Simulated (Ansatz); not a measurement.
input.yaml

```yaml
crystal:
  lattice:
    - [2.8679135953, 0.0, 0.0]
    - [0.0, 2.8679135953, 0.0]
    - [0.0, 0.0, 25.0837634532]
  atoms:
    - { symbol: Ti, position: [0.5, 0.5, 0.3388646212] }
    - { symbol: Ti, position: [0.0, 0.0, 0.4197105897] }
    - { symbol: Ti, position: [0.5, 0.5, 0.5045745835] }
    - { symbol: Ti, position: [0.0, 0.0, 0.5792203406] }
    - { symbol: B, position: [0.0, 0.5, 0.6581558641] }
basis:
  ecutwfc: 420
kpoints:
  mp_grid: { grid: [10, 10, 1] }
hamiltonian:
  xc: pbesol
scf:
  occupations: { method: gaussian, width: 0.1 }
output:
  forces: true
  eigenvalues: true
relax:
  adjacent_minimum: "off"
  f_tol: 0.03
  max_steps: 70
  constraints: [{ sites: [0, 1] }]
efield:
  axis: 3
  dipole_correction: true
  ramp_width: 0.04
```

Launched with
```bash
ansatz run input.yaml --threads 2 --pin off --max-ram 5120MiB --backend cpu --events-out ev --progress --plain --runs-dir out
```

These are results of DFT PBEsol, scalar-relativistic, plane waves, PAW in Ansatz 0.2.0, not measurements.

Part of what the program printed, abridged:

```
Pseudopotentials: kind: paw
Pseudopotential: Ti, paw, valence charge 12, recommended cutoff 420 eV (normal)
Pseudopotential: B, paw, valence charge 3, recommended cutoff 420 eV (normal)
Functional definition: PBEsol
Crystal: 5 atoms, lattice volume = 206.312 Å³
Basis set: ecut = 420 eV, 4047 PW (Γ), exchange–correlation on 40×40×360 points (8 copies of the dense FFT grid, shifted against one another)
Bands: 31, of which v1, the nominal top of the filled ones, is band 26 counted from 1 (25 counted from 0)
Symmetry: 4 space group operations
Space group: Pmm2 (ITA 25), of the structure as read, at distance tolerance 5.9e-5 Å
k-points: 36 of 100
Initial density: superposition of atomic densities (neutral atoms: chi_scale 0, normalization atom), corrected by the library's trained network
Initial wavefunctions: pseudopotential atomic-orbital guess
Functional: x = pbesol(κ = 0.804, μ = 0.12345679), c = pbesol(β = 0.046)
SCF iter   1: F=—  HF=-10043.348691 eV  |F-HF|=—  |Δ(HF+E_count)|=         —  Δρ=5.38e-3  dr2=8.45e-1  ethr=1.77e-3  p=-0.079 e·Å  D=-6.92e-2 V/Å  ΔV_dip=1.73 eV  dr2_dipole=5.77e-1  V_vac-E_F(+/−)=5.57/3.84 eV  ⟨swp⟩=8.2  Hψ=5315  notcnv=0
efield: sawtooth ramp at fractional position 0.9785 (placed from the atoms, in the widest stretch of the axis that holds none; the zero of the levels goes with the place), width 0.0400; the density the first Hamiltonian is built on has a dipole p = -0.079 e·Å; the dipole correction subtracts the counter field D = -6.92e-2 V/Å, which shifts the + side's vacuum level by +1.73 eV against the − side's; the planar-averaged density in the ramp window peaks in size at 4.3e-5 e/Å³
SCF iter   2: F=—  HF=-10043.332282 eV  |F-HF|=—  |Δ(HF+E_count)|=   1.64e-2  Δρ=2.43e-3  dr2=1.53e-2  ethr=1.66e-3  p=-0.058 e·Å  D=-5.09e-2 V/Å  ΔV_dip=1.28 eV  dr2_dipole=9.61e-5  V_vac-E_F(+/−)=5.40/4.12 eV  ⟨swp⟩=2.0  Hψ=1556  notcnv=0  defer=8
SCF iter   3: F=—  HF=-10043.332562 eV  |F-HF|=—  |Δ(HF+E_count)|=   2.80e-4  Δρ=1.07e-3  dr2=6.71e-3  ethr=2.99e-5  p=-0.057 e·Å  D=-5.04e-2 V/Å  ΔV_dip=1.26 eV  dr2_dipole=1.75e-4  V_vac-E_F(+/−)=5.40/4.13 eV  ⟨swp⟩=3.6  Hψ=2540  notcnv=0  defer=8
SCF iter   4: F=—  HF=-10043.331828 eV  |F-HF|=—  |Δ(HF+E_count)|=   7.34e-4  Δρ=3.42e-4  dr2=1.22e-3  ethr=1.31e-5  p=-0.056 e·Å  D=-4.93e-2 V/Å  ΔV_dip=1.24 eV  dr2_dipole=4.61e-4  V_vac-E_F(+/−)=5.39/4.15 eV  ⟨swp⟩=2.0  Hψ=1393  notcnv=0  defer=8
SCF iter   5: F=—  HF=-10043.331886 eV  |F-HF|=—  |Δ(HF+E_count)|=   5.84e-5  Δρ=1.13e-4  dr2=8.13e-5  ethr=2.40e-6  p=-0.055 e·Å  D=-4.79e-2 V/Å  ΔV_dip=1.20 eV  dr2_dipole=2.68e-7  V_vac-E_F(+/−)=5.38/4.17 eV  ⟨swp⟩=1.6  Hψ=1152  notcnv=0  defer=8
SCF iter   6: F=—  HF=-10043.331896 eV  |F-HF|=—  |Δ(HF+E_count)|=   9.80e-6  Δρ=5.67e-5  dr2=4.90e-5  ethr=4.41e-8  p=-0.054 e·Å  D=-4.74e-2 V/Å  ΔV_dip=1.19 eV  dr2_dipole=4.18e-6  V_vac-E_F(+/−)=5.37/4.18 eV  ⟨swp⟩=9.6  Hψ=4881  notcnv=0
SCF iter   7: F=-10043.331888 eV  HF=-10043.331907 eV  |F-HF|=1.86e-5  |Δ(HF+E_count)|=   1.07e-5  Δρ=4.73e-5  dr2=1.93e-5  ethr=4.41e-8  p=-0.053 e·Å  D=-4.68e-2 V/Å  ΔV_dip=1.17 eV  dr2_dipole=2.56e-6  V_vac-E_F(+/−)=5.37/4.20 eV  ⟨swp⟩=3.7  Hψ=3832  notcnv=0
SCF 1 converged in 7 iterations: F = -10043.331888 eV  dr2 = 1.93e-5
relax step   1: F+E_penalty+E_count = -10043.33188833 eV  Δ(F+E_penalty+E_count) = +0.000e0 eV  max|allowed force component| = 2.306e0 eV/Å  Δτ_max = 0.0000 Å  (7 SCF iters, dr2 threshold 2.25e-5 eV, accepted)
Initial density: handed on by an earlier stage of this run
Initial wavefunctions: those handed on with the density
SCF iter   1: F=—  HF=-10044.239928 eV  |F-HF|=—  |Δ(HF+E_count)|=         —  Δρ=2.24e-2  dr2=7.61e0  ethr=3.10e-3  p=-0.053 e·Å  D=-4.68e-2 V/Å  ΔV_dip=1.17 eV  dr2_dipole=2.01e0  V_vac-E_F(+/−)=5.42/4.25 eV  ⟨swp⟩=5.6  Hψ=3367  notcnv=0  defer=5
efield: sawtooth ramp at fractional position 0.9785 (handed on by an earlier solve), width 0.0400; the density the first Hamiltonian is built on has a dipole p = -0.053 e·Å; the dipole correction subtracts the counter field D = -4.68e-2 V/Å, which shifts the + side's vacuum level by +1.17 eV against the − side's; the planar-averaged density in the ramp window peaks in size at 6.4e-6 e/Å³
SCF iter   2: F=—  HF=-10043.922451 eV  |F-HF|=—  |Δ(HF+E_count)|=   3.17e-1  Δρ=1.22e-2  dr2=6.48e-1  ethr=3.10e-3  p=-0.041 e·Å  D=-3.59e-2 V/Å  ΔV_dip=0.90 eV  dr2_dipole=3.52e-2  V_vac-E_F(+/−)=5.10/4.20 eV  ⟨swp⟩=2.9  Hψ=2012  notcnv=0  defer=6
SCF iter   3: F=—  HF=-10043.851223 eV  |F-HF|=—  |Δ(HF+E_count)|=   7.12e-2  Δρ=3.89e-3  dr2=8.50e-2  ethr=1.27e-3  p=-0.050 e·Å  D=-4.42e-2 V/Å  ΔV_dip=1.11 eV  dr2_dipole=2.16e-3  V_vac-E_F(+/−)=5.30/4.19 eV  ⟨swp⟩=2.2  Hψ=1938  notcnv=0  defer=9
SCF iter   4: F=—  HF=-10043.838296 eV  |F-HF|=—  |Δ(HF+E_count)|=   1.29e-2  Δρ=1.07e-3  dr2=1.48e-2  ethr=1.67e-4  p=-0.042 e·Å  D=-3.72e-2 V/Å  ΔV_dip=0.93 eV  dr2_dipole=5.79e-3  V_vac-E_F(+/−)=5.12/4.19 eV  ⟨swp⟩=2.0  Hψ=1635  notcnv=0  defer=9
SCF iter   5: F=—  HF=-10043.838358 eV  |F-HF|=—  |Δ(HF+E_count)|=   6.18e-5  Δρ=2.82e-4  dr2=1.16e-3  ethr=2.91e-5  p=-0.041 e·Å  D=-3.58e-2 V/Å  ΔV_dip=0.90 eV  dr2_dipole=5.04e-4  V_vac-E_F(+/−)=5.07/4.18 eV  ⟨swp⟩=1.6  Hψ=1202  notcnv=0  defer=9
SCF iter   6: F=—  HF=-10043.838327 eV  |F-HF|=—  |Δ(HF+E_count)|=   3.14e-5  Δρ=1.11e-4  dr2=8.39e-5  ethr=1.96e-7  p=-0.041 e·Å  D=-3.57e-2 V/Å  ΔV_dip=0.90 eV  dr2_dipole=3.13e-5  V_vac-E_F(+/−)=5.06/4.17 eV  ⟨swp⟩=9.7  Hψ=5624  notcnv=0
SCF iter   7: F=-10043.838328 eV  HF=-10043.838337 eV  |F-HF|=8.57e-6  |Δ(HF+E_count)|=   9.89e-6  Δρ=4.78e-5  dr2=1.27e-5  ethr=1.64e-7  p=-0.041 e·Å  D=-3.58e-2 V/Å  ΔV_dip=0.90 eV  dr2_dipole=1.18e-6  V_vac-E_F(+/−)=5.06/4.17 eV  ⟨swp⟩=6.1  Hψ=4155  notcnv=0
SCF 2 converged in 7 iterations: F = -10043.838328 eV  dr2 = 1.27e-5
relax step   2: F+E_penalty+E_count = -10043.83832806 eV  Δ(F+E_penalty+E_count) = -5.064e-1 eV  max|allowed force component| = 2.186e-1 eV/Å  Δτ_max = 0.1925 Å  (7 SCF iters, dr2 threshold 1.00e-4 eV, accepted)
SCF iter   1: F=—  HF=-10043.876457 eV  |F-HF|=—  |Δ(HF+E_count)|=         —  Δρ=7.03e-3  dr2=9.86e-1  ethr=2.11e-3  p=-0.041 e·Å  D=-3.58e-2 V/Å  ΔV_dip=0.90 eV  dr2_dipole=1.49e-1  V_vac-E_F(+/−)=5.05/4.15 eV  ⟨swp⟩=1.1  Hψ=3696  notcnv=0  defer=8
efield: sawtooth ramp at fractional position 0.9785 (handed on by an earlier solve), width 0.0400; the density the first Hamiltonian is built on has a dipole p = -0.041 e·Å; the dipole correction subtracts the counter field D = -3.58e-2 V/Å, which shifts the + side's vacuum level by +0.90 eV against the − side's; the planar-averaged density in the ramp window peaks in size at 4.6e-6 e/Å³
SCF iter   2: F=—  HF=-10043.845167 eV  |F-HF|=—  |Δ(HF+E_count)|=   3.13e-2  Δρ=2.63e-3  dr2=1.04e-1  ethr=1.93e-3  p=-0.044 e·Å  D=-3.87e-2 V/Å  ΔV_dip=0.97 eV  dr2_dipole=4.48e-2  V_vac-E_F(+/−)=5.13/4.16 eV  ⟨swp⟩=2.0  Hψ=1204  notcnv=0  defer=8
SCF iter   3: F=—  HF=-10043.845237 eV  |F-HF|=—  |Δ(HF+E_count)|=   6.91e-5  Δρ=1.48e-3  dr2=1.40e-2  ethr=2.04e-4  p=-0.041 e·Å  D=-3.62e-2 V/Å  ΔV_dip=0.91 eV  dr2_dipole=1.53e-3  V_vac-E_F(+/−)=5.06/4.15 eV  ⟨swp⟩=2.1  Hψ=1566  notcnv=0  defer=8
SCF iter   4: F=—  HF=-10043.843413 eV  |F-HF|=—  |Δ(HF+E_count)|=   1.82e-3  Δρ=3.47e-4  dr2=6.23e-4  ethr=2.74e-5  p=-0.042 e·Å  D=-3.67e-2 V/Å  ΔV_dip=0.92 eV  dr2_dipole=6.03e-5  V_vac-E_F(+/−)=5.07/4.15 eV  ⟨swp⟩=2.5  Hψ=1765  notcnv=0  defer=8
SCF iter   5: F=—  HF=-10043.843153 eV  |F-HF|=—  |Δ(HF+E_count)|=   2.60e-4  Δρ=9.05e-5  dr2=4.33e-5  ethr=1.22e-6  p=-0.042 e·Å  D=-3.66e-2 V/Å  ΔV_dip=0.92 eV  dr2_dipole=8.18e-7  V_vac-E_F(+/−)=5.07/4.15 eV  ⟨swp⟩=2.7  Hψ=1753  notcnv=0  defer=7
SCF iter   6: F=—  HF=-10043.843167 eV  |F-HF|=—  |Δ(HF+E_count)|=   1.35e-5  Δρ=3.11e-5  dr2=4.40e-6  ethr=8.50e-8  p=-0.042 e·Å  D=-3.66e-2 V/Å  ΔV_dip=0.92 eV  dr2_dipole=1.08e-7  V_vac-E_F(+/−)=5.06/4.14 eV  ⟨swp⟩=1.9  Hψ=1315  notcnv=0  defer=7
SCF iter   7: F=-10043.843169 eV  HF=-10043.843169 eV  |F-HF|=1.87e-7  |Δ(HF+E_count)|=   1.77e-6  Δρ=1.28e-5  dr2=1.17e-6  ethr=5.85e-9  p=-0.042 e·Å  D=-3.67e-2 V/Å  ΔV_dip=0.92 eV  dr2_dipole=5.02e-8  V_vac-E_F(+/−)=5.06/4.14 eV  ⟨swp⟩=9.9  Hψ=4778  notcnv=0
SCF 3 converged in 7 iterations: F = -10043.843169 eV  dr2 = 1.17e-6
relax step   3: F+E_penalty+E_count = -10043.84316873 eV  Δ(F+E_penalty+E_count) = -4.841e-3 eV  max|allowed force component| = 8.246e-2 eV/Å  Δτ_max = 0.0447 Å  (7 SCF iters, dr2 threshold 2.99e-6 eV, accepted)
SCF iter   1: F=—  HF=-10043.847559 eV  |F-HF|=—  |Δ(HF+E_count)|=         —  Δρ=2.33e-3  dr2=1.15e-1  ethr=2.77e-3  p=-0.042 e·Å  D=-3.67e-2 V/Å  ΔV_dip=0.92 eV  dr2_dipole=2.03e-2  V_vac-E_F(+/−)=5.07/4.15 eV  ⟨swp⟩=1.9  Hψ=1775  notcnv=0  defer=5
efield: sawtooth ramp at fractional position 0.9785 (handed on by an earlier solve), width 0.0400; the density the first Hamiltonian is built on has a dipole p = -0.042 e·Å; the dipole correction subtracts the counter field D = -3.67e-2 V/Å, which shifts the + side's vacuum level by +0.92 eV against the − side's; the planar-averaged density in the ramp window peaks in size at 5.2e-6 e/Å³
SCF iter   2: F=—  HF=-10043.844453 eV  |F-HF|=—  |Δ(HF+E_count)|=   3.11e-3  Δρ=7.88e-4  dr2=7.39e-3  ethr=2.25e-4  p=-0.041 e·Å  D=-3.57e-2 V/Å  ΔV_dip=0.89 eV  dr2_dipole=3.48e-3  V_vac-E_F(+/−)=5.04/4.14 eV  ⟨swp⟩=1.0  Hψ=1404  notcnv=0  defer=6
SCF iter   3: F=—  HF=-10043.844410 eV  |F-HF|=—  |Δ(HF+E_count)|=   4.24e-5  Δρ=4.39e-4  dr2=1.20e-3  ethr=1.45e-5  p=-0.042 e·Å  D=-3.69e-2 V/Å  ΔV_dip=0.92 eV  dr2_dipole=4.67e-5  V_vac-E_F(+/−)=5.07/4.14 eV  ⟨swp⟩=2.1  Hψ=1464  notcnv=0  defer=6
SCF iter   4: F=—  HF=-10043.844257 eV  |F-HF|=—  |Δ(HF+E_count)|=   1.54e-4  Δρ=9.78e-5  dr2=5.61e-5  ethr=2.34e-6  p=-0.042 e·Å  D=-3.65e-2 V/Å  ΔV_dip=0.92 eV  dr2_dipole=3.69e-6  V_vac-E_F(+/−)=5.06/4.14 eV  ⟨swp⟩=2.4  Hψ=1726  notcnv=0  defer=6
SCF iter   5: F=—  HF=-10043.844068 eV  |F-HF|=—  |Δ(HF+E_count)|=   1.89e-4  Δρ=2.66e-5  dr2=5.21e-6  ethr=1.10e-7  p=-0.042 e·Å  D=-3.66e-2 V/Å  ΔV_dip=0.92 eV  dr2_dipole=1.10e-7  V_vac-E_F(+/−)=5.06/4.14 eV  ⟨swp⟩=2.7  Hψ=1744  notcnv=0  defer=6
SCF iter   6: F=—  HF=-10043.844069 eV  |F-HF|=—  |Δ(HF+E_count)|=   1.31e-6  Δρ=1.07e-5  dr2=7.36e-7  ethr=1.02e-8  p=-0.042 e·Å  D=-3.67e-2 V/Å  ΔV_dip=0.92 eV  dr2_dipole=5.20e-8  V_vac-E_F(+/−)=5.06/4.14 eV  ⟨swp⟩=1.6  Hψ=1261  notcnv=0  defer=6
SCF iter   7: F=-10043.844070 eV  HF=-10043.844070 eV  |F-HF|=5.98e-8  |Δ(HF+E_count)|=   2.69e-7  Δρ=3.38e-6  dr2=5.99e-8  ethr=1.96e-10  p=-0.042 e·Å  D=-3.67e-2 V/Å  ΔV_dip=0.92 eV  dr2_dipole=1.61e-9  V_vac-E_F(+/−)=5.06/4.14 eV  ⟨swp⟩=7.6  Hψ=5376  notcnv=0
SCF 4 converged in 7 iterations: F = -10043.844070 eV  dr2 = 5.99e-8
relax step   4: F+E_penalty+E_count = -10043.84406970 eV  Δ(F+E_penalty+E_count) = -9.010e-4 eV  max|allowed force component| = 1.322e-2 eV/Å  Δτ_max = 0.0170 Å  (7 SCF iters, accepted)
SCF converged after 7 iterations
Free energy (F): -10043.844070 eV
Harris-Foulkes:  -10043.844070 eV  (|F-HF|=5.98e-8)
Internal energy: -10043.798425 eV  (E = F + TS)
E sigma→0 (E₀):  -10043.821247 eV
Entropy (-TS):   -0.045645 eV (-9.129 meV/atom)
Fermi energy:    1.927082 eV
Dipole field:    D = -0.036601 V/Å  (p = -0.041731 e·Å, saw-weighted, corrected)
Work function:   Φ+ = 5.0636 eV   Φ− = 4.1455 eV
Levels:          The Fermi level and band energies are counted from a zero that moves with the ramp; work functions are not
--- Per-component energies (eV) ---
  E_band       = -1171.778928
  E_kinetic    = 1125.797670
  E_local      = -53732.013460  (includes V_loc(G=0)·N_el)
  E_nonlocal   = 53.279114
  E_hartree    = 26292.210204
  E_xc         = -413.119502
  E_vxc        = -516.671797  (∫ρ·V_xc dr)
  E_paw        = -4165.791972  (= ΣΔE_a)
  E_vpaw       = -685.436563  (= ΣTr[D̂ρ^β])
  E_aug_tail   = 0.000435  (compensation charges beyond the density's cutoff)
  E_efield     = 0.000764  (sawtooth field / dipole correction)
  E_vefield    = -1.195463  (∫n·V_field dr)
  E_ewald      = 20795.266074
  E_core_change = 0.572248  (= ΣΔE_core)
  E_smearing   = -0.045645  (= −TS)
--- Forces (eV/Å), atoms counted from 1 ---
  atom   1  Ti     0.00000000     0.00000000     0.65902999
  atom   2  Ti     0.00000000     0.00000000    -0.66105760
  atom   3  Ti     0.00000000     0.00000000    -0.00211389
  atom   4  Ti     0.00000000     0.00000000    -0.00897964
  atom   5  B      0.00000000     0.00000000     0.01321919
--- Band table (eV; the first three rows and the last of 36) ---
  k-point 0: bands = ["-54.6360", "-54.4126", "-54.3097", "-54.2421", "-31.1529", "-30.9093", "-30.7643", "-30.7547", "-30.6380", "-30.5802", "-30.5799", "-30.4886", "-30.4617", "-30.4471", "-30.4251", "-30.3478", "-5.6832", "-3.5301", "-2.1527", "-0.9774", "-0.6251", "0.3761", "0.7993", "1.4590", "1.9129", "2.3680", "2.6907", "3.0895", "3.1343", "3.2497", "3.3266"]
  k-point 1: bands = ["-54.6306", "-54.4058", "-54.3069", "-54.2382", "-31.1448", "-30.9128", "-30.8010", "-30.7495", "-30.6727", "-30.5860", "-30.5735", "-30.4899", "-30.4856", "-30.4554", "-30.4258", "-30.3839", "-5.5321", "-3.3256", "-1.9732", "-0.7967", "-0.4572", "0.4812", "0.8444", "1.4587", "1.9308", "2.1761", "2.5820", "2.9234", "3.1427", "3.2037", "3.3807"]
  k-point 2: bands = ["-54.6164", "-54.3873", "-54.3003", "-54.2277", "-31.1279", "-30.9598", "-30.8598", "-30.7651", "-30.7357", "-30.6226", "-30.5559", "-30.5380", "-30.5121", "-30.4778", "-30.4374", "-30.4286", "-5.1079", "-2.7504", "-1.5012", "-0.3425", "-0.0364", "0.7332", "0.8450", "1.4392", "1.8792", "1.9218", "2.4912", "2.7765", "2.8160", "3.2540", "3.4061"]
  k-point 35: bands = ["-54.5317", "-54.2810", "-54.2451", "-54.1515", "-31.1535", "-31.1419", "-30.9841", "-30.9829", "-30.9614", "-30.8360", "-30.7791", "-30.7294", "-30.6906", "-30.6644", "-30.5936", "-30.5441", "-1.7177", "-0.6739", "-0.4114", "-0.1850", "0.2177", "0.4653", "0.5424", "1.1102", "1.3080", "1.5794", "2.5149", "2.9303", "3.2364", "3.9095", "4.2037"]
--- Relaxed structure (4 steps of the walk, 4 accepted, 0 SCFs on fresh bases) ---
  F+E_penalty+E_count = -10043.84406970 eV   max|allowed force component| = 1.322e-2 eV/Å
  atoms:
    - { symbol: Ti, position: [0.49999999, 0.49999999, 0.3388646212] }
    - { symbol: Ti, position: [0.0, 0.0, 0.4197105897] }
    - { symbol: Ti, position: [0.49999999, 0.49999999, 0.50097934] }
    - { symbol: Ti, position: [0.0, 0.0, 0.58771597] }
    - { symbol: B, position: [0.0, 0.49999999, 0.65100203] }
```

The relaxation met its thresholds.

It took 40 s on 2 threads of Arm Neoverse V2 (shared host), peak memory 0.52 GiB.